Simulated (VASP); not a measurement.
Set up this calculation in VASP 6.6.1, as the native input.

```yaml
Task: relaxation of cell and atoms
Functional: r2SCAN
Potentials_or_basis: VASP PAW PBE potentials, release 64 (Co, Si)
Cutoff: 600 eV
k_mesh: 12 × 12 × 12
Occupations: methfessel-paxton, width 0.1 eV
Spin: no spin polarisation
Further_INCAR_settings: ALGO = Normal; EDIFF = 1e-06; IBRION = 2; EDIFFG = -0.01; NSW = 90; ISIF = 3
```

The structure of CoSi2 lies in POSCAR:

```
CoSi2
1.0
    0.0000000000      2.6780000000      2.6780000000
    2.6780000000      0.0000000000      2.6780000000
    2.6780000000      2.6780000000      0.0000000000
Co Si
1 2
Direct
    0.0000000000      0.0000000000      0.0000000000
    0.2500000000      0.2500000000      0.2500000000
    0.7500000000      0.7500000000      0.7500000000
```

These files were run (other wordings do the same):

INCAR

```
  PREC = Accurate
  ENCUT = 600
  EDIFF = 1E-6
  ISMEAR = 1
  SIGMA = 0.1
  LREAL = False
  LASPH = True
  NELM = 80
  ALGO = Normal
  ISIF = 3
  LWAVE = False
  LCHARG = False
  METAGGA = R2SCAN
  LMIXTAU = True
  IBRION = 2
  NSW = 90
  EDIFFG = -0.01
```

KPOINTS

```
Automatic mesh
0
Gamma
  12 12 12
```

Potentials or basis: VASP PAW PBE potentials, release 64 (Co, Si).

Command:

```bash
$ cat potpaw_PBE.64/Co/POTCAR potpaw_PBE.64/Si/POTCAR > POTCAR
$ mpirun -np 1 vasp_std > vasp.out
```

Results of the run:

```
Relaxed volume                         : 12.50 Å³/atom
Relaxed cell                           : a = 3.757 Å, b = 3.757 Å, c = 3.757 Å, α = 60.00°, β = 60.00°, γ = 60.00°
Space group after relaxing (to 0.05 Å) : Fm-3m (No. 225)
Energy gained by relaxing              : 4.3 meV/atom
Ionic steps                            : 3
Pressure after relaxing                : 0.0 GPa
Band gap on the k mesh                 : none (metal or under the smearing width)
```

Caveat: the PAW data sets were made with another functional, which shifts forces and pressure a little.

Run time: 5.5 min on 1 thread of AMD EPYC 9R45 (Zen 5), on a shared host, peak memory 0.18 GiB.
